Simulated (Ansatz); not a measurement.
Born–Oppenheimer molecular dynamics of a periodic cell of 16 atoms, WC (start crystal WC, start structure P-6m2, volume 1.05 times the crystal's). It starts from a structure without forces on its atoms.

Method: DFT PBE, scalar-relativistic, plane waves, PAW (Ansatz 0.2.0). Settings: accuracy low, PAW set soft_1, cutoff 420 eV, k mesh 2x3x3, fermi-dirac smearing 0.36 eV, no spin polarisation.

```json
{
 "ensemble": "NVT, Langevin thermostat",
 "time step": "0.75 fs",
 "steps asked": "170",
 "set temperature": "4200 K",
 "friction": "0.02 /fs",
 "seed": "731671"
}
```

Frames 0.75 fs apart, positions in Å, forces in eV/Å.

Velocities at 105 fs (Å/ps):

```
W -2.45 4.18 -2.87
C -7.03 4.82 11.66
W 4.58 2.37 -2.67
C 3.92 4.18 3.10
W -2.94 7.88 -1.99
C 16.96 -19.06 -0.82
W -1.67 3.60 -1.05
C -19.67 37.21 19.55
W -7.18 7.39 0.94
C -14.01 27.45 -12.47
W -0.13 3.43 -4.85
C 20.84 32.45 11.78
W -1.14 0.18 0.53
C -15.04 5.19 18.86
W 3.56 8.59 -0.76
C 15.69 -18.61 8.84
```

```xyz
16
Lattice="-2.9390 -5.0905 0.0000 4.4085 -2.5453 0.0000 0.0000 0.0000 5.7524" Properties=species:S:1:pos:R:3:forces:R:3 time_fs=105 energy_less_start_eV=5.676 T=3914
W -0.037 -4.847 0.026 0.21 0.65 -0.42
C 1.421 -4.063 1.668 1.37 0.67 -3.50
W 0.017 -4.860 2.838 -2.36 0.06 1.66
C 1.648 -3.806 4.412 -2.39 -5.32 -3.59
W -1.601 -2.362 0.062 2.44 0.07 -0.51
C 0.135 -1.433 1.383 -0.86 -2.32 -0.25
W -1.558 -2.351 2.997 -0.37 -3.02 -3.26
C -0.212 -1.661 4.240 3.54 1.66 2.38
W 1.673 -2.378 -0.170 -4.78 4.90 6.25
C 3.048 -1.499 1.440 -1.35 0.49 0.11
W 1.587 -2.269 2.799 -2.66 -1.20 0.89
C 2.875 -1.315 4.278 1.13 -1.52 0.13
W -0.092 0.149 0.073 2.60 0.29 -2.81
C -1.605 -3.921 1.354 1.41 -2.40 1.93
W -0.076 -0.056 2.879 1.59 5.62 0.48
C -1.599 -4.210 4.297 0.47 1.37 0.50
16
Lattice="-2.9390 -5.0905 0.0000 4.4085 -2.5453 0.0000 0.0000 0.0000 5.7524" Properties=species:S:1:pos:R:3:forces:R:3 time_fs=105.75 energy_less_start_eV=5.616 T=3874
W -0.039 -4.843 0.024 0.26 0.77 -0.29
C 1.416 -4.061 1.676 1.55 0.73 -3.66
W 0.020 -4.859 2.836 -2.54 0.12 1.75
C 1.650 -3.806 4.413 -2.43 -5.15 -3.58
W -1.603 -2.356 0.060 2.46 -0.11 -0.29
C 0.148 -1.450 1.383 -1.10 -1.87 -0.22
W -1.559 -2.349 2.996 -0.15 -2.90 -3.09
C -0.225 -1.632 4.254 3.54 1.38 2.17
W 1.667 -2.373 -0.169 -4.59 4.94 6.06
C 3.038 -1.478 1.429 -1.23 0.19 0.24
W 1.587 -2.266 2.795 -2.46 -1.12 1.12
C 2.892 -1.292 4.286 0.85 -2.01 0.05
W -0.093 0.150 0.073 2.54 0.28 -2.70
C -1.616 -3.918 1.367 1.49 -2.33 1.72
W -0.073 -0.049 2.878 1.53 5.49 0.33
C -1.587 -4.224 4.304 0.30 1.59 0.41
16
Lattice="-2.9390 -5.0905 0.0000 4.4085 -2.5453 0.0000 0.0000 0.0000 5.7524" Properties=species:S:1:pos:R:3:forces:R:3 time_fs=106.5 energy_less_start_eV=5.552 T=3854
W -0.040 -4.840 0.022 0.32 0.86 -0.18
C 1.412 -4.062 1.683 1.71 0.82 -3.80
W 0.023 -4.858 2.834 -2.71 0.16 1.86
C 1.652 -3.810 4.414 -2.49 -4.85 -3.51
W -1.605 -2.351 0.057 2.50 -0.31 -0.05
C 0.162 -1.469 1.383 -1.37 -1.38 -0.20
W -1.562 -2.347 2.995 0.12 -2.77 -2.91
C -0.234 -1.603 4.268 3.48 1.07 1.94
W 1.661 -2.369 -0.168 -4.41 4.89 5.81
C 3.028 -1.458 1.418 -1.11 -0.10 0.39
W 1.586 -2.264 2.792 -2.25 -1.09 1.30
C 2.910 -1.271 4.295 0.58 -2.44 -0.04
W -0.095 0.151 0.073 2.51 0.27 -2.58
C -1.625 -3.916 1.382 1.53 -2.25 1.48
W -0.070 -0.043 2.877 1.47 5.34 0.19
C -1.574 -4.236 4.312 0.11 1.79 0.30
16
Lattice="-2.9390 -5.0905 0.0000 4.4085 -2.5453 0.0000 0.0000 0.0000 5.7524" Properties=species:S:1:pos:R:3:forces:R:3 time_fs=107.25 energy_less_start_eV=5.512 T=3884
W -0.042 -4.836 0.020 0.39 0.95 -0.07
C 1.408 -4.064 1.689 1.87 0.94 -3.94
W 0.025 -4.857 2.831 -2.89 0.19 2.01
C 1.654 -3.818 4.412 -2.58 -4.43 -3.35
W -1.607 -2.345 0.053 2.55 -0.55 0.21
C 0.177 -1.490 1.381 -1.65 -0.89 -0.17
W -1.564 -2.345 2.994 0.43 -2.64 -2.71
C -0.242 -1.577 4.284 3.40 0.78 1.65
W 1.656 -2.365 -0.168 -4.24 4.74 5.49
C 3.017 -1.437 1.406 -0.99 -0.42 0.53
W 1.586 -2.261 2.789 -2.03 -1.11 1.49
C 2.931 -1.254 4.306 0.33 -2.82 -0.18
W -0.096 0.151 0.073 2.49 0.29 -2.46
C -1.633 -3.916 1.399 1.56 -2.16 1.21
W -0.067 -0.036 2.875 1.44 5.16 0.11
C -1.562 -4.248 4.320 -0.08 1.98 0.18
16
Lattice="-2.9390 -5.0905 0.0000 4.4085 -2.5453 0.0000 0.0000 0.0000 5.7524" Properties=species:S:1:pos:R:3:forces:R:3 time_fs=108 energy_less_start_eV=5.496 T=4164
W -0.043 -4.832 0.019 0.48 1.06 0.01
C 1.403 -4.066 1.696 2.07 1.07 -4.10
W 0.027 -4.856 2.828 -3.05 0.18 2.22
C 1.653 -3.830 4.407 -2.66 -3.89 -3.08
W -1.609 -2.339 0.051 2.60 -0.79 0.45
C 0.195 -1.513 1.378 -1.97 -0.38 -0.14
W -1.567 -2.344 2.993 0.76 -2.52 -2.51
C -0.247 -1.552 4.301 3.28 0.48 1.34
W 1.651 -2.360 -0.167 -4.07 4.48 5.10
C 3.009 -1.413 1.395 -0.90 -0.81 0.66
W 1.587 -2.258 2.786 -1.81 -1.16 1.68
C 2.951 -1.238 4.319 0.11 -3.13 -0.38
W -0.097 0.152 0.073 2.47 0.34 -2.34
C -1.639 -3.918 1.416 1.57 -2.03 0.95
W -0.065 -0.030 2.873 1.41 4.96 0.08
C -1.551 -4.257 4.329 -0.27 2.13 0.04
16
Lattice="-2.9390 -5.0905 0.0000 4.4085 -2.5453 0.0000 0.0000 0.0000 5.7524" Properties=species:S:1:pos:R:3:forces:R:3 time_fs=108.75 energy_less_start_eV=5.511 T=3924
W -0.045 -4.828 0.018 0.59 1.19 0.09
C 1.398 -4.069 1.701 2.25 1.20 -4.23
W 0.027 -4.854 2.825 -3.18 0.16 2.47
C 1.648 -3.843 4.401 -2.71 -3.38 -2.80
W -1.612 -2.333 0.048 2.63 -1.03 0.68
C 0.211 -1.538 1.376 -2.29 0.14 -0.13
W -1.569 -2.342 2.991 1.06 -2.41 -2.31
C -0.249 -1.530 4.318 3.14 0.21 1.00
W 1.646 -2.357 -0.167 -3.92 4.20 4.75
C 3.000 -1.385 1.385 -0.80 -1.25 0.79
W 1.587 -2.255 2.783 -1.60 -1.22 1.84
C 2.968 -1.225 4.335 -0.06 -3.39 -0.63
W -0.098 0.152 0.074 2.46 0.42 -2.20
C -1.641 -3.921 1.434 1.54 -1.88 0.69
W -0.062 -0.024 2.869 1.37 4.76 0.12
C -1.540 -4.265 4.340 -0.48 2.28 -0.13
16
Lattice="-2.9390 -5.0905 0.0000 4.4085 -2.5453 0.0000 0.0000 0.0000 5.7524" Properties=species:S:1:pos:R:3:forces:R:3 time_fs=109.5 energy_less_start_eV=5.564 T=4039
W -0.048 -4.824 0.017 0.71 1.35 0.16
C 1.395 -4.071 1.704 2.39 1.30 -4.30
W 0.027 -4.851 2.823 -3.26 0.15 2.72
C 1.641 -3.857 4.395 -2.72 -2.92 -2.56
W -1.614 -2.327 0.044 2.67 -1.26 0.92
C 0.227 -1.563 1.373 -2.60 0.62 -0.10
W -1.571 -2.340 2.990 1.33 -2.29 -2.13
C -0.250 -1.511 4.338 3.00 0.00 0.62
W 1.641 -2.353 -0.166 -3.76 3.96 4.42
C 2.989 -1.357 1.378 -0.66 -1.74 0.89
W 1.588 -2.253 2.780 -1.39 -1.27 1.99
C 2.983 -1.213 4.351 -0.21 -3.63 -0.90
W -0.099 0.152 0.075 2.42 0.51 -2.03
C -1.640 -3.926 1.452 1.47 -1.72 0.42
W -0.058 -0.018 2.866 1.30 4.53 0.20
C -1.531 -4.273 4.352 -0.69 2.41 -0.32
16
Lattice="-2.9390 -5.0905 0.0000 4.4085 -2.5453 0.0000 0.0000 0.0000 5.7524" Properties=species:S:1:pos:R:3:forces:R:3 time_fs=110.25 energy_less_start_eV=5.654 T=4209
W -0.051 -4.821 0.017 0.83 1.53 0.20
C 1.394 -4.073 1.704 2.48 1.39 -4.32
W 0.027 -4.849 2.821 -3.29 0.17 2.96
C 1.634 -3.871 4.388 -2.72 -2.45 -2.28
W -1.617 -2.321 0.041 2.68 -1.49 1.14
C 0.243 -1.588 1.369 -2.92 1.06 -0.08
W -1.573 -2.337 2.988 1.59 -2.17 -1.95
C -0.251 -1.492 4.362 2.87 -0.21 0.18
W 1.636 -2.351 -0.165 -3.61 3.70 4.07
C 2.976 -1.326 1.371 -0.49 -2.27 0.98
W 1.589 -2.251 2.778 -1.19 -1.33 2.13
C 2.998 -1.202 4.368 -0.35 -3.85 -1.17
W -0.100 0.152 0.076 2.38 0.65 -1.84
C -1.638 -3.934 1.471 1.40 -1.53 0.16
W -0.054 -0.012 2.863 1.23 4.28 0.33
C -1.523 -4.280 4.364 -0.88 2.53 -0.50
16
Lattice="-2.9390 -5.0905 0.0000 4.4085 -2.5453 0.0000 0.0000 0.0000 5.7524" Properties=species:S:1:pos:R:3:forces:R:3 time_fs=111 energy_less_start_eV=5.800 T=4556
W -0.053 -4.818 0.017 0.93 1.76 0.21
C 1.395 -4.078 1.701 2.52 1.49 -4.28
W 0.026 -4.846 2.818 -3.28 0.22 3.18
C 1.624 -3.886 4.379 -2.69 -1.99 -2.01
W -1.619 -2.315 0.037 2.67 -1.73 1.38
C 0.258 -1.612 1.368 -3.24 1.46 -0.09
W -1.574 -2.335 2.986 1.83 -2.07 -1.80
C -0.254 -1.472 4.388 2.76 -0.42 -0.31
W 1.631 -2.348 -0.164 -3.43 3.46 3.74
C 2.962 -1.296 1.366 -0.32 -2.84 1.05
W 1.590 -2.249 2.776 -0.99 -1.41 2.23
C 3.013 -1.189 4.383 -0.50 -4.10 -1.43
W -0.102 0.152 0.076 2.34 0.82 -1.63
C -1.635 -3.942 1.489 1.32 -1.33 -0.08
W -0.049 -0.005 2.860 1.14 4.03 0.49
C -1.516 -4.285 4.373 -1.06 2.63 -0.66
16
Lattice="-2.9390 -5.0905 0.0000 4.4085 -2.5453 0.0000 0.0000 0.0000 5.7524" Properties=species:S:1:pos:R:3:forces:R:3 time_fs=111.75 energy_less_start_eV=6.009 T=4633
W -0.055 -4.816 0.017 1.03 2.01 0.20
C 1.398 -4.085 1.695 2.54 1.64 -4.20
W 0.027 -4.843 2.815 -3.25 0.28 3.43
C 1.612 -3.902 4.372 -2.64 -1.53 -1.77
W -1.622 -2.309 0.032 2.67 -1.95 1.63
C 0.273 -1.635 1.366 -3.52 1.82 -0.08
W -1.575 -2.332 2.986 2.07 -1.98 -1.70
C -0.256 -1.453 4.415 2.65 -0.65 -0.82
W 1.625 -2.345 -0.165 -3.22 3.23 3.44
C 2.948 -1.265 1.362 -0.17 -3.44 1.10
W 1.592 -2.247 2.774 -0.81 -1.49 2.28
C 3.029 -1.177 4.396 -0.64 -4.35 -1.68
W -0.102 0.152 0.076 2.28 1.02 -1.40
C -1.630 -3.950 1.504 1.22 -1.15 -0.28
W -0.043 0.002 2.856 1.03 3.77 0.66
C -1.509 -4.292 4.382 -1.25 2.74 -0.84
16
Lattice="-2.9390 -5.0905 0.0000 4.4085 -2.5453 0.0000 0.0000 0.0000 5.7524" Properties=species:S:1:pos:R:3:forces:R:3 time_fs=112.5 energy_less_start_eV=6.227 T=4558
W -0.057 -4.814 0.018 1.12 2.25 0.15
C 1.404 -4.093 1.687 2.50 1.77 -4.07
W 0.027 -4.840 2.811 -3.16 0.37 3.67
C 1.602 -3.920 4.362 -2.60 -1.04 -1.49
W -1.624 -2.303 0.028 2.68 -2.15 1.83
C 0.282 -1.657 1.364 -3.73 2.13 -0.04
W -1.575 -2.329 2.986 2.30 -1.93 -1.66
C -0.258 -1.434 4.439 2.57 -0.88 -1.28
W 1.618 -2.342 -0.164 -2.99 2.98 3.13
C 2.936 -1.237 1.361 -0.05 -4.02 1.11
W 1.594 -2.246 2.773 -0.66 -1.56 2.30
C 3.046 -1.166 4.406 -0.79 -4.57 -1.86
W -0.103 0.152 0.076 2.23 1.23 -1.19
C -1.623 -3.958 1.516 1.11 -0.96 -0.44
W -0.036 0.009 2.853 0.91 3.54 0.84
C -1.502 -4.298 4.391 -1.42 2.84 -1.00
16
Lattice="-2.9390 -5.0905 0.0000 4.4085 -2.5453 0.0000 0.0000 0.0000 5.7524" Properties=species:S:1:pos:R:3:forces:R:3 time_fs=113.25 energy_less_start_eV=6.411 T=4276
W -0.058 -4.812 0.018 1.18 2.43 0.01
C 1.414 -4.100 1.674 2.32 1.87 -3.86
W 0.027 -4.835 2.807 -2.99 0.47 3.86
C 1.592 -3.938 4.350 -2.58 -0.53 -1.16
W -1.627 -2.298 0.023 2.68 -2.32 2.00
C 0.287 -1.679 1.362 -3.89 2.39 -0.01
W -1.576 -2.325 2.985 2.53 -1.91 -1.68
C -0.260 -1.415 4.461 2.50 -1.13 -1.70
W 1.611 -2.338 -0.164 -2.77 2.70 2.82
C 2.926 -1.210 1.361 0.03 -4.57 1.11
W 1.595 -2.244 2.772 -0.52 -1.61 2.29
C 3.062 -1.157 4.411 -0.95 -4.70 -1.97
W -0.105 0.153 0.076 2.20 1.46 -1.00
C -1.616 -3.966 1.529 1.00 -0.78 -0.62
W -0.030 0.017 2.850 0.78 3.35 1.02
C -1.497 -4.299 4.397 -1.54 2.88 -1.12
```

Of the whole run (128 fs, mean temperature of the second half 3597 K): The mean temperature of the second half is 14 % below the set value. A run of 0.13 ps of so small a system gives no equilibrium averages. Limits of this set-up: coarse k mesh, low accuracy level.

Time of the run: 19 min on 2 threads of Arm Neoverse V2, on a shared host, peak memory 0.61 GiB.
